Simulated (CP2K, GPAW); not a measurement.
This is a calculation of InAs for CP2K 2026.2. 

The input inas_scf.inp:

```
&GLOBAL
  PROJECT inas_scf
  RUN_TYPE ENERGY_FORCE
  PRINT_LEVEL LOW
&END GLOBAL
&FORCE_EVAL
  METHOD QS
  STRESS_TENSOR ANALYTICAL
  &DFT
    BASIS_SET_FILE_NAME BASIS_MOLOPT_UZH
    POTENTIAL_FILE_NAME POTENTIAL_UZH
    &MGRID
      CUTOFF 675
      REL_CUTOFF 60
      NGRIDS 4
    &END MGRID
    &QS
      METHOD GPW
      EPS_DEFAULT 1.0E-9
    &END QS
    &KPOINTS
      SCHEME MONKHORST-PACK 8 8 8
      GAMMA_CENTERED T
      SYMMETRY T
      SYMMETRY_BACKEND SPGLIB
    &END KPOINTS
    &SCF
      SCF_GUESS ATOMIC
      EPS_SCF 1.0E-6
      MAX_SCF 100
      ADDED_MOS 10
      CHOLESKY OFF
      EPS_EIGVAL 1.0E-7
      &DIAGONALIZATION ON
        ALGORITHM STANDARD
      &END DIAGONALIZATION
      &MIXING ON
        METHOD BROYDEN_MIXING
        ALPHA 0.4
        BETA 1.5
        NBUFFER 8
      &END MIXING
      &SMEAR ON
        METHOD FERMI_DIRAC
        ELECTRONIC_TEMPERATURE 580.23
      &END SMEAR
    &END SCF
    &XC
      &XC_FUNCTIONAL PBE
      &END XC_FUNCTIONAL
    &END XC
    &PRINT
      &KPOINTS ON
      &END KPOINTS
      &MULLIKEN ON
      &END MULLIKEN
      &MO ON
        ENERGIES T
        OCCUPATION_NUMBERS T
        &EACH
          QS_SCF 0
        &END EACH
        ADD_LAST NUMERIC
      &END MO
      &E_DENSITY_CUBE ON
        STRIDE 1
      &END E_DENSITY_CUBE
      &V_HARTREE_CUBE ON
        STRIDE 1
      &END V_HARTREE_CUBE
      &ELF_CUBE ON
        STRIDE 1
      &END ELF_CUBE
    &END PRINT
  &END DFT
  &SUBSYS
    &CELL
      ABC 4.2680965312 4.2680965313 4.2680965312
      ALPHA_BETA_GAMMA 60.0000000003 60.0000000000 60.0000000005
      PERIODIC XYZ
    &END CELL
    &COORD
      In  0.0000000000 0.0000000000 0.0000000000
      As  6.4021447968 3.6962800219 2.6136646686
    &END COORD
    &KIND In
      BASIS_SET TZVP-MOLOPT-PBE-GTH-q13
      POTENTIAL GTH-PBE-q13
    &END KIND
    &KIND As
      BASIS_SET TZVP-MOLOPT-PBE-GTH-q5
      POTENTIAL GTH-PBE-q5
    &END KIND
    &PRINT
      &ATOMIC_COORDINATES ON
      &END ATOMIC_COORDINATES
      &CELL ON
      &END CELL
      &SYMMETRY ON
      &END SYMMETRY
    &END PRINT
  &END SUBSYS
  &PRINT
    &FORCES ON
    &END FORCES
    &STRESS_TENSOR ON
    &END STRESS_TENSOR
  &END PRINT
&END FORCE_EVAL
```

Potentials or basis: POTENTIAL_UZH In GTH-PBE-q13, As GTH-PBE-q5; TZVP-MOLOPT-PBE-GTH basis.

Launch:

```bash
$ OMP_NUM_THREADS=1 cp2k.psmp -i inas_scf.inp -o inas_scf.out
```

Problem. Translate it to GPAW 26.7.0. Potentials or basis there: GPAW PAW data sets (gpaw-data 1.2.1), cutoff 600 eV.

Solution. As run (cutoffs and basis follow the program's own potentials, and thresholds, step limits or extra output files can differ):

File run.py:

```python
from ase.io import read
from gpaw import PW
from gpaw.dft import DFT

atoms = read('InAs.cif')

dft = DFT(atoms,
          mode=PW(600),
          xc='PBE',
          kpts={'size': (8, 8, 8), 'gamma': True},
          occupations={'name': 'fermi-dirac', 'width': 0.05},
          nbands=18,
          convergence={'density': 1e-05, 'energy': 1e-05},
          maxiter=150,
          txt='gpaw.txt')
print(f'Energy: {dft.calculate_energy():.6f} eV')
print('Forces (eV/A):')
print(dft.calculate_forces().round(4))
print('Stress (eV/A^3):', dft.calculate_stress().round(6))
dft.write_gpw_file('gs.gpw')
```

The input InAs.cif:

```cif
data_InAs
_cell_length_a 4.26809653
_cell_length_b 4.26809653
_cell_length_c 4.26809653
_cell_angle_alpha 60.00000000
_cell_angle_beta 60.00000000
_cell_angle_gamma 60.00000000
_space_group_name_H-M_alt 'P1'
_space_group_name_Hall 'P 1'
_space_group_IT_number 1
loop_
_space_group_symop_operation_xyz
'x,y,z'
loop_
_atom_site_label
_atom_site_type_symbol
_atom_site_symmetry_multiplicity
_atom_site_Wyckoff_symbol
_atom_site_fract_x
_atom_site_fract_y
_atom_site_fract_z
_atom_site_occupancy
In1 In 1 a 0.0000000000 0.0000000000 0.0000000000 1
As1 As 1 a 0.7500000000 0.7500000000 0.7500000000 1
```

Potentials or basis: GPAW PAW data sets (gpaw-data 1.2.1), pw.

Command:

```console
$ OMP_NUM_THREADS=1 python run.py
```

Both were run:

|  | CP2K | GPAW |
| --- | --- | --- |
| Pressure | 4.8 GPa | 4.0 GPa |

Pressure is positive in compression.
